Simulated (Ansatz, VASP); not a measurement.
# Two plane-wave programs on Sb

Contents of INCAR:

```
PREC = Accurate
ENCUT = 600
EDIFF = 1E-6
ISMEAR = 0
SIGMA = 0.1
LREAL = False
LASPH = True
NELM = 100
ALGO = Normal
ISIF = 3
LWAVE = False
LCHARG = False
GGA = PE
IBRION = 2
NSW = 100
EDIFFG = -0.01
```

Contents of KPOINTS:

```
Automatic mesh
0
Gamma
  18 18 18
```

File POSCAR:

```
Sb
1.0
    3.0810174578      0.0000000000      0.0000000000
    0.0000000000      3.0810174578      0.0000000000
    0.0000000000      0.0000000000      3.2029513274
Sb
1
Direct
    0.0000000000      0.0000000000      0.5000000000
```

Input for Ansatz:

```yaml
crystal:
  lattice:
    - [3.0810174578, 0.0, 0.0]
    - [0.0, 3.0810174578, 0.0]
    - [0.0, 0.0, 3.2029513274]
  atoms:
    - { symbol: Sb, position: [0.0, 0.0, 0.5] }
basis:
  ecutwfc: 420
kpoints:
  mp_grid: { grid: [18, 18, 18] }
hamiltonian:
  xc: pbe
scf:
  occupations: { method: gaussian, width: 0.1 }
output:
  forces: true
  stress: true
  eigenvalues: true
  write_density: true
  write_potential: true
  elf: true
  volumetric_format: npy
relax:
  adjacent_minimum: "off"
  f_tol: 0.01
  max_steps: 80
  cell: { stress_tol: 0.05 }
```

Alike in both runs: task relaxation of cell and atoms; functional PBE; k mesh 18 × 18 × 18; occupations gaussian, width 0.1 eV; no spin polarisation.

```csv
,VASP,Ansatz
version,VASP 6.6.1,Ansatz 0.2.0
potentials or method,"VASP PAW PBE potentials, release 64 (Sb)","scalar-relativistic, plane waves, PAW"
plane-wave cutoff (eV),600,420
valence electrons in the cell,5,15
```

|  | VASP | Ansatz | Ansatz less VASP |
| --- | --- | --- | --- |
| gap on the k mesh at the Fermi level, each at its own relaxed structure (eV) | none | none | - |
| relaxed volume (Å³/atom) | 30.05 | 30.07 | +0.020 |
| relaxed cell length with the largest relative difference (Å) | 3.109 | 3.110 | +0.0008 |
| energy change over the relaxation (meV/atom) | -11 | -11 | +0.1 |

A gap of «none» marks a metal or a gap that the smearing closes. The two sets of potentials don't hold the same shells in valence.

Spin-orbit coupling is left out, which matters for the levels of Sb.
